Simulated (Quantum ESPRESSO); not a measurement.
Crystal: PtS2.

```
CELL_PARAMETERS angstrom
3.54320 0.00000 0.00000
-1.77160 3.06850 0.00000
0.00000 0.00000 5.03880
ATOMIC_POSITIONS crystal
Pt 0.00000 0.00000 0.00000
S 0.66667 0.33333 0.77300
S 0.33333 0.66667 0.22700
```

Base run:

| Property | Result |
| --- | --- |
| Program | Quantum ESPRESSO 7.5 |
| Functional | PBEsol |
| Potentials or basis | GBRV 1.5 PBEsol |
| Cutoff | 612 eV |
| Density cutoff | 4898 eV |
| k mesh | 9 × 9 × 5 |
| Occupations | fermi-dirac, width 0.05 eV |
| Spin | no spin polarisation |
| Hubbard terms | Pt d U = 2 eV |

Its results: band gap on the k mesh 0.95 eV, indirect (least direct gap 1.00 eV); pressure 6.2 GPa; largest force 0.979 eV/Å.

Problem. The run is repeated on the same cell with these changes: hubbard terms from Pt d U = 2 eV to Pt d U = 4 eV. What comes out?

Solution. Band gap on the k mesh 0.89 eV, indirect (least direct gap 0.98 eV); pressure 6.4 GPa; largest force 1.017 eV/Å.

Caveats: spin-orbit coupling is left out, which moves the levels of the heavy elements; an odd mesh through Γ misses points on the zone boundary, where band edges often lie; forces of over 1 eV/Å show positions far from the minimum, so gaps and moduli don't describe the material at rest (some runs).
